How far can germanium be stretched in a calculation before the computed solid stops being a semiconductor? With the semilocal functional used here, and without spin–orbit coupling, an estimated 4 % in volume beyond zero pressure is enough. The pressure, which is the quantity tabulated, gives no hint of the change. The failure lies in the energy of an empty electron level, and one has to look at the band gap of the same calculations to find it.

Ansatz 0.2.0: periodic DFT with the r2SCAN functional for germanium in the diamond structure (Fd-3m), scalar-relativistic and without spin polarisation, using the program's default frozen-core PAW files. All cells use an 11×11×11 k mesh, a 500 eV plane-wave cutoff and Fermi–Dirac smearing of 0.05 eV. Pressure is positive in compression.

```tsv
volume (Å³/atom)	shortest distance (Å)	pressure (GPa)
21.485	2.408	5.057
22.387	2.441	1.512
22.636	2.450	0.670
22.844	2.457	0.003
23.301	2.474	-1.331
24.215	2.505	-3.564
```

### The pressure looks healthy

Two round numbers set the scale. Near zero pressure, a change of 1 % in volume costs about 0.7 GPa, and it shifts the direct band gap by about 0.1 eV. The first is a modest mechanical response. The second is a large electronic one, because the gap itself is only a few tenths of an electronvolt.

The pressure falls at every step of the expansion, but not in proportion to it. A law with a constant bulk modulus of 71 GPa, in which pressure follows the logarithm of the volume, gives 4.3 GPa instead of 5.1 GPa in the smallest cell. In the largest cell it gives −4.1 GPa instead of −3.6 GPa. This simple approximation therefore fails at both ends, and for an ordinary reason: longer bonds are softer bonds, so the crystal resists compression more strongly than stretching.

A Birch–Murnaghan curve allows for this softening. It was fitted by least squares to the five smaller cells, with zero pressure placed at 22.844 Å³ per atom. Continued to the largest cell, which took no part in the fit, it gives −3.58 GPa where the calculation gives −3.56 GPa. A reader who saw only these pressures would conclude that the same kind of solid had been stretched a little further.

### The gap tells a different story

The gap in the same calculations, taken between the highest filled and the lowest empty level on the mesh of electron wave vectors, shrinks at each step. It is 0.36 eV at zero pressure, 0.16 eV in the next larger cell and zero in the largest. The mechanism can be understood from two levels at Γ, the centre of the Brillouin zone, where the wave repeats identically from cell to cell.

The top of the filled bands at Γ is a set of three equal levels, built from bonding combinations of germanium p orbitals. Above it lies a single empty level, an antibonding combination of s orbitals. In the free atom the s orbital is the deeper one. The antibonding level stands above the p levels in the crystal because the overlap between neighbours pushes it up. Stretch the bonds, and the overlap weakens; the antibonding level sinks back towards the atomic order, and the gap closes. It is this level that moves: measured from the lowest 3d level at Γ, it falls by about 0.9 eV between the cells at 21.485 and 23.301 Å³, while the p levels shift by only about 0.1 eV, and also downwards.

For small changes of volume this closing can be written as a straight line in the logarithm of the volume:

$$E_\Gamma(V) = E_0 - a\,\ln\frac{V}{V_0}$$

Here $E_\Gamma$ is the energy of the s-like level above the p-like levels, $V$ is the volume per atom and $V_0$ = 22.844 Å³ is the volume of nearly zero pressure. A least-squares fit to the gaps at 22.636, 22.844 and 23.301 Å³ gives $E_0$ = 0.356 eV and $a$ = 9.68 eV. The next smaller cell, at 22.387 Å³, was left out of the fit. Its own levels at Γ are 0.553 eV apart, and the line gives 0.552 eV.

The largest cell, also outside the fit, shows what happens when the line is followed too far:

$$\ln\frac{24.215}{22.844} = 0.0583, \qquad E_\Gamma = 0.356 - 9.68 \times 0.0583 \approx -0.21\ \text{eV}$$

The negative sign means that the two kinds of level have changed places. According to the line, they cross at about 23.7 Å³ per atom.

### How the exchange can be recognised

A gap of zero could simply mean that two bands overlap. Here the computed gap is zero to about $10^{-11}$ eV, and such precision points to symmetry. Once the s-like level has dropped below the three p-like levels, it takes two electrons that used to sit in them. Four electrons remain for three equal levels with room for six, so the boundary between filled and empty states runs through a set that the cubic symmetry holds together.

The level energies support this reading. If the trend between the two preceding cells is continued, the p-like levels should lie at 7.50 eV in the largest cell and the s-like level at 7.29 eV, on the energy scale of the calculation. The lowest energy in the first nominally empty band is 7.51 eV. That band now starts at the p-like levels, as the exchange requires.

The pressure hardly reacts because it comes from the total energy, to which the filled states of the whole Brillouin zone contribute. The levels change places only close to Γ, which is one point among $11^3$ on the mesh. Moving two electrons at that point is expected to change the pressure by a few hundredths of a gigapascal, no more than the leave-one-out scatter of the fit, about 0.04 GPa. The smearing also spreads the move over several cells: at 23.301 Å³ the s-like level lies only about 0.05 eV, one smearing width, above the Fermi level and is already partly filled. The onset of optical absorption and the electrical conduction, by contrast, depend on just those states near the gap. A smooth pressure curve is therefore no certificate for them.

### Why this is a fault of the method

Real germanium would also lose its direct gap if it were stretched far enough, so the closure alone does not convict the method. The starting point does. The measured direct gap at low temperature is roughly 0.9 eV, a recalled value, whereas the calculation starts from 0.36 eV at zero pressure. With the calculated slope, a crystal that started from 0.9 eV would still have about 0.3 eV left in the largest cell, or about 0.25 eV if the stretch is counted from the slightly smaller measured volume.

Spin–orbit coupling, which the scalar-relativistic treatment omits, does not excuse the result. It would raise the top of the filled bands by roughly 0.1 eV and make the calculated gap smaller still. With this allowed for, the direct gap is short by about 0.6 eV. At 0.1 eV for each per cent of volume, the electrons at Γ behave as if the crystal had already been stretched by 6 to 7 % before any tension was applied. A small part of this is real stretching: the measured volume, as recalled, is close to that of the cell at 22.636 Å³, where the calculated gap is 0.44 eV instead of 0.36 eV.

The main reason is known from theory. A band gap is the cost of removing one electron less the energy gained by adding one, and the exact energy has a kink at the whole number of electrons between these two processes. A semilocal functional judges exchange and correlation from the surroundings of each point in space, and in a solid it makes that kink too small. The empty levels then lie too close to the filled ones. The atomic data files were made for another functional, PBE, and may add to the error; their share is untested here.

### A good-looking number in the smallest cell

The same fault has a less visible consequence under compression. The smallest cell has a mesh gap of 0.67 eV, close to the roughly 0.7 eV remembered as the measured fundamental gap of germanium. The agreement is accidental, since this cell is under 5 GPa. The levels at Γ are 0.96 eV apart there, close to the 0.95 eV of the line, so the lowest empty level lies elsewhere in the Brillouin zone.

At 22.387 Å³ the calculation places it near the point L, about 0.03 eV below the level at Γ. The minimum of the smallest cell lies at the same mesh point. The gap near L changes by only 0.14 eV between these two cells, while the separation at Γ changes by 0.41 eV. Continued to zero pressure, the gap near L would be 0.45 eV, well above the 0.36 eV at Γ. The calculation at zero pressure does place the lowest empty level of the mesh at Γ. On this mesh, unstrained germanium thus becomes a direct-gap material, whereas the real crystal has its lowest empty level at L. Lowering all empty levels by the same amount would shrink the gap but leave their order alone. The level at Γ must therefore be too low by more than the levels near L; the small kink alone does not say why, and these calculations do not test it. The mesh stops just short of L itself, where the level should be slightly lower, so the mesh gaps in the two smallest cells are upper estimates even for this functional. At 22.636 Å³, close to the measured volume, the continued gap near L is about 0.48 eV against 0.44 eV at Γ, so there the order of the two minima hangs on a few hundredths of an electronvolt.

For practical use, the pressures describe how the crystal stiffens and softens, although the atomic data files may displace the whole curve. The gaps need a method that places the empty levels correctly, and they need it before strain is applied. The warning sign to look for is a gap that changes by a large part of its own size over a few per cent of volume. In such a material an error in the gap becomes an error in the kind of solid that is being described.
